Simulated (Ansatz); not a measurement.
# GaSb (F-43m) in Ansatz: a series of runs

The runs below take GaSb through band structure, single point, equation of state, with r2SCAN-EpsX, r2SCAN0.

Everything below comes from runs of Ansatz 0.2.0. Logs are shortened: lines on timing, memory, paths and dates and some standing lists are left out, and cuts for length are marked.

### Step 1. The crystal as given

The structure is cubic, space group F-43m (No. 216). The conventional cell has a = 6.118 Å, b = 6.118 Å, c = 6.118 Å, α = 90.00°, β = 90.00°, γ = 90.00°. Sb (site symmetry -43m) has 4 Ga at 2.65 Å as nearest neighbours. Around Ga (site symmetry -43m) lie 4 Sb at 2.65 Å.

### Step 2. Band structure, r2SCAN-EpsX

input.yaml reads:

```yaml
crystal:
  lattice:
    - [0.0, 3.059, 3.059]
    - [3.059, 0.0, 3.059]
    - [3.059, 3.059, 0.0]
  atoms:
    - { symbol: Sb, position: [0.75, 0.75, 0.75] }
    - { symbol: Ga, position: [0.0, 0.0, 0.0] }
hamiltonian:
  xc:
    exchange: r2scan
    correlation: r2scan
    exx: { coeff: inverse_dielectric }
  pseudopotentials: { kind: paw }
kpoints:
  mp_grid: { grid: [4, 4, 4] }
  band_path:
    path:
      - [[0.0, 0.0, 0.0], [0.5, 0.0, 0.5], [0.5, 0.25, 0.75], [0.375, 0.375, 0.75], [0.0, 0.0, 0.0], [0.5, 0.5, 0.5], [0.625, 0.25, 0.625], [0.5, 0.25, 0.75], [0.5, 0.5, 0.5], [0.375, 0.375, 0.75]]
      - [[0.625, 0.25, 0.625], [0.5, 0.0, 0.5]]
    npoints: 4
scf:
  occupations: { method: fermi_dirac, width: 0.05 }
  n_extra_bands: 6
output:
  forces: true
  stress: true
  eigenvalues: true
  fatbands: false
```

Potentials or basis: Ansatz PAW.

On the command line:

```bash
ansatz run input.yaml --threads 2 --pin off --max-ram 5632MiB --backend cpu --events-out ev --progress --plain --runs-dir out
```

Standard output:

```text
Warning: output.stress: scf.convergence.dr2_threshold = 1e-7 eV (the SCF's general default) is looser than the 2e-10 eV advised for a printed stress (1e-10 eV for each atom of the cell: 2). What an SCF threshold leaves in a stress goes as its square root, and in the free energy as the threshold itself, and one threshold admits the most on a small cell: of the crystals measured, under no hybrid functional and no lock of the moments, on runs that ended without the residual-converged pass, on stresses that held no estimate of that error, the worst erred by over 100 MPa in a component at 1e-7 eV an atom and by under 5 at 1e-10. Set scf.convergence.dr2_threshold to 2e-10 eV or tighter. The threshold is an SCF's pass mark: one that does not reach it within its budget of iterations ends unconverged, or closes short of it on a stop that the run arms, and scf.convergence.dr2_threshold's page says what that costs each kind of run
Warning: output.stress: scf.exx.energy_threshold = 1e-6 eV is looser than the 2e-8 eV advised for a stress under a hybrid functional (1e-8 eV for each atom of the cell: 2). Every SCF of the exchange loop can meet its threshold on dr2 while the loop round them stops early: no threshold on dr2 bounds what that leaves in the stress. Set scf.exx.energy_threshold to 2e-8 eV or tighter. The threshold is the loop's pass mark: a loop that does not reach it within its budget of cycles ends unconverged, and scf.exx.energy_threshold's page has the law
Warning: RAYON_NUM_THREADS=2 ignored (pool sized by the plan → 2); use --threads N
scf.n_extra_bands = 6 over 14 filled bands (N_el = 28.0): the run solves 20 bands
the fraction of exact exchange is that of a crystal of Sb1Ga1
Engine: ansatz 0.2.0, x86_64-unknown-linux-gnu
Pseudopotentials: kind: paw
Pseudopotential: Sb, paw, valence charge 15, recommended cutoff 500 eV (meta_gga), Sb.paw.azcp
Pseudopotential: Ga, paw, valence charge 13, recommended cutoff 500 eV (meta_gga), Ga.paw.azcp
Functional definition: unnamed
  parameter a_1 = 0.25
  exchange = (1 - a_1)*r2scan_x + a_1*exact_x
  correlation = r2scan_c
  a weight of exact exchange comes from the crystal, and the text's number only plans the run
Solving k-mesh 4×4×4 for the fraction of exact exchange
ε∞ on k-mesh 4×4×4 of a primitive cell, without crystal.supercell, crystal.defects and total_charge: xx 15.3942, yy 15.3942, zz 15.3942; 3/Tr ε∞, of that cell with its empty space = 0.06495933026670779; solved inside the basis of its states, on 8×8×8 points, each entry to 0.0443, at a least direct gap of 0.464 eV
Crystal: 2 atoms, lattice volume = 57.249 Å³
Basis set: ecut = 500 eV, 1459 PW (Γ), exchange–correlation on 128×128×128 points (64 copies of the dense FFT grid, shifted against one another)
Bands: 20, of which v1, the nominal top of the filled ones, is band 14 counted from 1 (13 counted from 0)
Symmetry: 24 space group operations
Space group: F-43m (ITA 216), of the structure as read, at distance tolerance 3.9e-5 Å
k-points: 8 of 64 (time reversal used)
Non-local potential: Sb, projectors of the file, l = 0: 2, l = 1: 2, l = 2: 2, l = 3: 2
Non-local potential: Ga, projectors of the file, l = 0: 2, l = 1: 2, l = 2: 3, l = 3: 1
PAW form: soft (Blöchl's): semilocal exchange-correlation on the pseudo side does not see the compensation charge
PAW frozen core: Sb, regenerated for the run's functional, and the local potential with it (the file was generated under x = pbe(κ = 0.804, μ = 0.2195149727645171), c = pbe(β = 0.06672455060314922))
PAW frozen core: Ga, regenerated for the run's functional, and the local potential with it (the file was generated under x = pbe(κ = 0.804, μ = 0.2195149727645171), c = pbe(β = 0.06672455060314922))
PAW one-centre angular grid: Sb, 590 points (default); XC on 160 Gauss nodes
PAW one-centre angular grid: Ga, 590 points (default); XC on 160 Gauss nodes
Initial density: superposition of atomic densities (neutral atoms: chi_scale 0, normalization atom), corrected by the library's trained network
[... 26 lines left out ...]
SCF iter   1: F=—  HF=-10289.385770 eV  |F-HF|=—  |Δ(HF+E_count)|=         —  Δρ=1.18e-5  dr2=8.44e-8  dr2_τ=3.14e-10  ethr=4.90e-9  ⟨swp⟩=8.0  Hψ=464  notcnv=0
preconditioner: auto → none  [insulator: Δε(μ)=0.785 eV  Ē_g=17.681 eV  σ=0.050 eV  W_gap=1.00  n_scr=14 (ndim 8)  ℏωp=20.8 eV  f_vac=0.097  D(μ)=0.00/eV (n_scr^D=0)]
SCF iter   2: F=-10289.385770 eV  HF=-10289.385770 eV  |F-HF|=2.87e-9  |Δ(HF+E_count)|=   2.31e-8  Δρ=4.55e-6  dr2=7.07e-9  dr2_τ=3.54e-10  ethr=2.99e-10  ⟨swp⟩=3.0  Hψ=302  notcnv=0
SCF 3 converged in 2 iterations: F = -10289.385770 eV  dr2 = 7.07e-9
  Residual-converged pass: ⟨swp⟩=4.0  Hψ=405  notcnv=0  max |occ|·‖R‖ = 2.4e-6 eV (tolerance 2.4e-6 eV)  dr2=6.47e-9  dr2_τ=3.10e-10  dr2_onsite=4.57e-10  max |Δocc| = 1.7e-13
hybrid outer 2: dexx = +1.452e-9 eV, tail = 1.59e-8 eV, Δε = 3.32e-4 eV (about 1.34e-4 eV left of the loop's levels)
NSCF: frozen V_eff on 42 k-points
hybrid SCF converged: 2 outer / 7 inner (+5 warm-up), last move |dexx| = 1.45e-9 eV, tail = 1.59e-8 eV
Stability not checked: this state was not tested for a lower state beside it, because the functional holds exact exchange (a hybrid, or Hartree-Fock), whose exchange loop this test does not read (fock_operator; see scf.lower_state_search)
Free energy (F): -10289.385770 eV
Frozen-core exchange: fock
Harris-Foulkes:  -10289.385770 eV  (|F-HF|=2.87e-9)
Internal energy: -10289.385751 eV  (E = F + TS)
E sigma→0 (E₀):  -10289.385760 eV
Entropy (-TS):   -0.000020 eV (-0.010 meV/atom)
Fermi energy:    7.814155 eV
--- Per-component energies (eV) ---
  E_band       = -296.318179
  E_kinetic    = 321.829604
  E_local      = -3919.224026  (includes V_loc(G=0)·N_el)
  E_nonlocal   = 791.039837
  E_hartree    = 1807.890732
  E_xc         = -178.189799
  E_vxc        = -151.697978  (∫ρ·V_xc dr)
  E_exx        = -26.044077  (= α·E_x^exact, valence–valence)
  E_paw        = -6592.669243  (= ΣΔE_a)
  E_vpaw       = -911.113013  (= ΣTr[D̂ρ^β])
  E_aug_tail   = -0.000045  (compensation charges beyond the density's cutoff)
  E_vtau       = 9.154168  (kinetic-family band-sum trace: ∫τ·v_τ [+ j·A + Jᵃ·Aᵃ] dr)
  E_ewald      = -2493.919138
  E_core_change = -0.099597  (= ΣΔE_core)
  E_smearing   = -0.000020  (= −TS)
  E_closure    = 0.000001  (closes the sum)
  Σ components = -10289.385770   (vs F -10289.385770, Δ=-1.82e-12)
--- Forces (eV/Å), atoms counted from 1 ---
  atom   1  Sb     0.00000000    -0.00000000     0.00000000
  atom   2  Ga    -0.00000000    -0.00000000     0.00000000
  max |Σ_I F_I| component: 4.63e-17 eV/Å
--- Stress (GPa, compression-positive) ---
        0.298946       0.000000       0.000000
       -0.000000       0.298946       0.000000
       -0.000000       0.000000       0.298946
  P = ⅓ Tr σ = 0.2989 GPa (2.989 kbar)
--- Band table (eV; the first three rows and the last of 8) ---
  k-point 0: bands = ["-22.6028", "-22.6028", "-22.6028", "-22.5771", "-22.5771", "-8.8216", "-8.8216", "-8.8216", "-8.7660", "-8.7660", "-4.8103", "7.3960", "7.3960", "7.3960", "8.1810", "10.6952", "10.6952", "10.6952", "14.0621", "16.9165"]
  k-point 1: bands = ["-22.6024", "-22.6012", "-22.6012", "-22.5766", "-22.5766", "-8.8351", "-8.8152", "-8.8152", "-8.7667", "-8.7667", "-4.1461", "3.2216", "6.6487", "6.6487", "8.7998", "11.6222", "11.6222", "13.4045", "15.4432", "15.8303"]
  k-point 2: bands = ["-22.6019", "-22.5997", "-22.5997", "-22.5760", "-22.5760", "-8.8483", "-8.8097", "-8.8097", "-8.7664", "-8.7664", "-3.0470", "0.6636", "6.1558", "6.1558", "8.3806", "11.7398", "11.7398", "14.6396", "17.7635", "18.3500"]
  k-point 7: bands = ["-22.6020", "-22.6000", "-22.5958", "-22.5775", "-22.5748", "-8.8602", "-8.8019", "-8.7971", "-8.7723", "-8.7669", "-2.0908", "0.3418", "3.8388", "4.0762", "11.7743", "12.3240", "12.5655", "12.8220", "18.4165", "18.5848"]
```

Wall time 2.7 min (2 threads of AMD EPYC 7B13 (Zen 3), shared host); peak memory 1.1 GiB.

Results:

```yaml
Free_energy: -10289.3858 eV
Pressure: 0.3 GPa
Band_gap_on_the_k_mesh: 0.79 eV, direct
Band_gap_along_the_path: 0.78 eV, direct
Share_of_exact_exchange: 0.065
```

Levels at the corners of the path, in eV from the valence-band top:
| point | band 12 | band 13 | band 14 | band 15 | band 16 | band 17 |
| --- | --- | --- | --- | --- | --- | --- |
| Γ | 0.00 | 0.00 | 0.00 | 0.78 | 3.30 | 3.30 |
| X | -7.20 | -2.76 | -2.76 | 1.40 | 1.75 | 9.74 |
| W | -7.05 | -3.56 | -3.32 | 4.38 | 4.93 | 5.17 |
| K | -7.00 | -3.84 | -2.35 | 1.93 | 4.54 | 7.50 |
| Γ | 0.00 | 0.00 | 0.00 | 0.78 | 3.30 | 3.30 |
| L | -6.73 | -1.24 | -1.24 | 0.98 | 4.34 | 4.34 |
| U | -7.00 | -3.84 | -2.35 | 1.93 | 4.54 | 7.50 |
| W | -7.05 | -3.56 | -3.32 | 4.38 | 4.93 | 5.17 |
| L | -6.73 | -1.24 | -1.24 | 0.98 | 4.34 | 4.34 |
| K | -7.00 | -3.84 | -2.35 | 1.93 | 4.54 | 7.50 |
| U | -7.00 | -3.84 | -2.35 | 1.93 | 4.54 | 7.50 |
| X | -7.20 | -2.76 | -2.76 | 1.40 | 1.75 | 9.74 |

Caveat: the k mesh is coarse (spacing up to 0.44 Å⁻¹), so the values aren't converged, least of all with exact exchange; spin-orbit coupling is left out, which moves the levels of the heavy elements; the PAW data sets come from PBE, with cores solved anew for the run's functional, which leaves a small shift of forces and pressure; the thresholds are loose for stress.

### Step 3. Single point, r2SCAN0, 26.91 Å³/atom (volume scaled by 0.94)

input.yaml reads:

```yaml
crystal:
  lattice:
    - [0.0, 2.9965539066, 2.9965539066]
    - [2.9965539066, 0.0, 2.9965539066]
    - [2.9965539066, 2.9965539066, 0.0]
  atoms:
    - { symbol: Sb, position: [0.75, 0.75, 0.75] }
    - { symbol: Ga, position: [0.0, 0.0, 0.0] }
hamiltonian:
  xc: r2scan0
  pseudopotentials: { kind: paw }
kpoints:
  mp_grid: { grid: [4, 4, 4] }
scf:
  occupations: { method: fermi_dirac, width: 0.05 }
output:
  forces: true
  stress: true
  eigenvalues: true
```

Potentials or basis: Ansatz PAW.

On the command line:

```bash
ansatz run input.yaml --threads 2 --pin off --max-ram 5632MiB --backend cpu --events-out ev --progress --plain --runs-dir out
```

Run time: 14 s. Hardware: 2 threads of AMD EPYC 7B13 (Zen 3), shared host; peak memory 1 GiB.

The run converged. Its results:

| Quantity | Value |
| --- | --- |
| Free energy | -10288.5475 eV |
| Pressure | 3.6 GPa |
| Band gap on the k mesh | 2.04 eV, indirect (least direct gap 2.28 eV) |

Caveat: the k mesh is coarse (spacing up to 0.45 Å⁻¹), so the values aren't converged, least of all with exact exchange; spin-orbit coupling is left out, which moves the levels of the heavy elements; the PAW data sets come from PBE, with cores solved anew for the run's functional, which leaves a small shift of forces and pressure; the thresholds are loose for stress.

### Step 4. Single point, r2SCAN0, 27.48 Å³/atom (volume scaled by 0.96)

Changes to input.yaml since step 3:

```diff
@@ -2,5 +2,5 @@
   lattice:
-    - [0.0, 2.9965539066, 2.9965539066]
-    - [2.9965539066, 0.0, 2.9965539066]
-    - [2.9965539066, 2.9965539066, 0.0]
+    - [0.0, 3.0176570942, 3.0176570942]
+    - [3.0176570942, 0.0, 3.0176570942]
+    - [3.0176570942, 3.0176570942, 0.0]
   atoms:
@@ -19 +19,5 @@
   eigenvalues: true
+  write_density: true
+  write_potential: true
+  elf: true
+  volumetric_format: npy
```

On the command line:

```bash
ansatz run input.yaml --threads 2 --pin off --max-ram 5632MiB --backend cpu --events-out ev --progress --plain --runs-dir out
```

Run time: 15 s. Hardware: 2 threads of AMD EPYC 7B13 (Zen 3), shared host; peak memory 1 GiB.

Results (log left out):

| Property | Result |
| --- | --- |
| Free energy | -10288.5679 eV |
| Pressure | 2.1 GPa |
| Band gap on the k mesh | 1.97 eV, indirect (least direct gap 2.09 eV) |

Caveat: the k mesh is coarse (spacing up to 0.45 Å⁻¹), so the values aren't converged, least of all with exact exchange; spin-orbit coupling is left out, which moves the levels of the heavy elements; the PAW data sets come from PBE, with cores solved anew for the run's functional, which leaves a small shift of forces and pressure; the thresholds are loose for stress.

### Step 5. Single point, r2SCAN0, 28.05 Å³/atom (volume scaled by 0.98)

input.yaml reads:

```yaml
crystal:
  lattice:
    - [0.0, 3.0384691801, 3.0384691801]
    - [3.0384691801, 0.0, 3.0384691801]
    - [3.0384691801, 3.0384691801, 0.0]
  atoms:
    - { symbol: Sb, position: [0.75, 0.75, 0.75] }
    - { symbol: Ga, position: [0.0, 0.0, 0.0] }
hamiltonian:
  xc: r2scan0
  pseudopotentials: { kind: paw }
kpoints:
  mp_grid: { grid: [4, 4, 4] }
scf:
  occupations: { method: fermi_dirac, width: 0.05 }
output:
  forces: true
  stress: true
  eigenvalues: true
```

On the command line:

```bash
ansatz run input.yaml --threads 2 --pin off --max-ram 5632MiB --backend cpu --events-out ev --progress --plain --runs-dir out
```

Wall time 15 s (2 threads of AMD EPYC 7B13 (Zen 3), shared host); peak memory 1.1 GiB.

Results (log left out):

* Free energy: -10288.5781 eV
* Pressure: 0.8 GPa
* Band gap on the k mesh: 1.91 eV, direct

Caveat: the k mesh is coarse (spacing up to 0.45 Å⁻¹), so the values aren't converged, least of all with exact exchange; spin-orbit coupling is left out, which moves the levels of the heavy elements; the PAW data sets come from PBE, with cores solved anew for the run's functional, which leaves a small shift of forces and pressure; the thresholds are loose for stress.

### Step 6. Single point, r2SCAN0, 28.62 Å³/atom

Changes to input.yaml since step 5:

```diff
@@ -2,5 +2,5 @@
   lattice:
-    - [0.0, 3.0384691801, 3.0384691801]
-    - [3.0384691801, 0.0, 3.0384691801]
-    - [3.0384691801, 3.0384691801, 0.0]
+    - [0.0, 3.059, 3.059]
+    - [3.059, 0.0, 3.059]
+    - [3.059, 3.059, 0.0]
   atoms:
```

Potentials or basis: Ansatz PAW.

On the command line:

```bash
ansatz run input.yaml --threads 2 --pin off --max-ram 5632MiB --backend cpu --events-out ev --progress --plain --runs-dir out
```

Wall time 15 s (2 threads of AMD EPYC 7B13 (Zen 3), shared host); peak memory 1.1 GiB.

Results (log left out):

| Property | Result |
| --- | --- |
| Free energy | -10288.5791 eV |
| Pressure | -0.5 GPa |
| Band gap on the k mesh | 1.73 eV, direct |

Caveat: the k mesh is coarse (spacing up to 0.44 Å⁻¹), so the values aren't converged, least of all with exact exchange; spin-orbit coupling is left out, which moves the levels of the heavy elements; the PAW data sets come from PBE, with cores solved anew for the run's functional, which leaves a small shift of forces and pressure; the thresholds are loose for stress.

### Step 7. Single point, r2SCAN0, 29.20 Å³/atom (volume scaled by 1.02)

Changes to input.yaml since step 6:

```diff
@@ -2,5 +2,5 @@
   lattice:
-    - [0.0, 3.059, 3.059]
-    - [3.059, 0.0, 3.059]
-    - [3.059, 3.059, 0.0]
+    - [0.0, 3.0792588685, 3.0792588685]
+    - [3.0792588685, 0.0, 3.0792588685]
+    - [3.0792588685, 3.0792588685, 0.0]
   atoms:
```

On the command line:

```bash
ansatz run input.yaml --threads 2 --pin off --max-ram 5632MiB --backend cpu --events-out ev --progress --plain --runs-dir out
```

It took 15 s on 2 threads of AMD EPYC 7B13 (Zen 3), shared host; peak memory 1.1 GiB.

Results (log left out):

| Quantity | Value |
| --- | --- |
| Free energy | -10288.5717 eV |
| Pressure | -1.6 GPa |
| Band gap on the k mesh | 1.56 eV, direct |

Caveat: the k mesh is coarse (spacing up to 0.44 Å⁻¹), so the values aren't converged, least of all with exact exchange; spin-orbit coupling is left out, which moves the levels of the heavy elements; the PAW data sets come from PBE, with cores solved anew for the run's functional, which leaves a small shift of forces and pressure; the thresholds are loose for stress.

### Step 8. Single point, r2SCAN0, 29.77 Å³/atom (volume scaled by 1.04)

Changes to input.yaml since step 7:

```diff
@@ -2,5 +2,5 @@
   lattice:
-    - [0.0, 3.0792588685, 3.0792588685]
-    - [3.0792588685, 0.0, 3.0792588685]
-    - [3.0792588685, 3.0792588685, 0.0]
+    - [0.0, 3.0992546163, 3.0992546163]
+    - [3.0992546163, 0.0, 3.0992546163]
+    - [3.0992546163, 3.0992546163, 0.0]
   atoms:
@@ -19 +19,5 @@
   eigenvalues: true
+  write_density: true
+  write_potential: true
+  elf: true
+  volumetric_format: npy
```

On the command line:

```bash
ansatz run input.yaml --threads 2 --pin off --max-ram 5632MiB --backend cpu --events-out ev --progress --plain --runs-dir out
```

It took 16 s on 2 threads of AMD EPYC 7B13 (Zen 3), shared host; peak memory 1.1 GiB.

The run converged. Its results:

```
Free energy            : -10288.5571 eV
Pressure               : -2.5 GPa
Band gap on the k mesh : 1.39 eV, direct
```

Caveat: the k mesh is coarse (spacing up to 0.44 Å⁻¹), so the values aren't converged, least of all with exact exchange; spin-orbit coupling is left out, which moves the levels of the heavy elements; the PAW data sets come from PBE, with cores solved anew for the run's functional, which leaves a small shift of forces and pressure; the thresholds are loose for stress.

### Step 9. Single point, r2SCAN0, 30.34 Å³/atom (volume scaled by 1.06)

input.yaml reads:

```yaml
crystal:
  lattice:
    - [0.0, 3.1189956238, 3.1189956238]
    - [3.1189956238, 0.0, 3.1189956238]
    - [3.1189956238, 3.1189956238, 0.0]
  atoms:
    - { symbol: Sb, position: [0.75, 0.75, 0.75] }
    - { symbol: Ga, position: [0.0, 0.0, 0.0] }
hamiltonian:
  xc: r2scan0
  pseudopotentials: { kind: paw }
kpoints:
  mp_grid: { grid: [4, 4, 4] }
scf:
  occupations: { method: fermi_dirac, width: 0.05 }
output:
  forces: true
  stress: true
  eigenvalues: true
```

Potentials or basis: Ansatz PAW.

On the command line:

```bash
ansatz run input.yaml --threads 2 --pin off --max-ram 5632MiB --backend cpu --events-out ev --progress --plain --runs-dir out
```

Wall time 17 s (2 threads of AMD EPYC 7B13 (Zen 3), shared host); peak memory 1.1 GiB.

Results (log left out):

| Item | Value |
| --- | --- |
| Free energy | -10288.5358 eV |
| Pressure | -3.4 GPa |
| Band gap on the k mesh | 1.23 eV, direct |

Caveat: the k mesh is coarse (spacing up to 0.44 Å⁻¹), so the values aren't converged, least of all with exact exchange; spin-orbit coupling is left out, which moves the levels of the heavy elements; the PAW data sets come from PBE, with cores solved anew for the run's functional, which leaves a small shift of forces and pressure; the thresholds are loose for stress.

### Step 10. Equation of state, r2SCAN0

This step only gathers the single runs of the series.

Results:

```yaml
Equilibrium_volume: 28.40 Å³/atom
Bulk_modulus: 60 GPa
Pressure_derivative_of_the_bulk_modulus: 4.5
```

Energy against volume, from the lowest point:
```tsv
volume (Å³/atom)	energy (meV/atom)
26.907	15.81
27.480	5.59
28.052	0.48
28.625	0.00
29.197	3.69
29.770	10.98
30.342	21.63
```

Caveat: the k mesh is coarse (spacing up to 0.44 Å⁻¹), so the values aren't converged, least of all with exact exchange; the PAW data sets were made with another functional, which shifts forces and pressure a little.
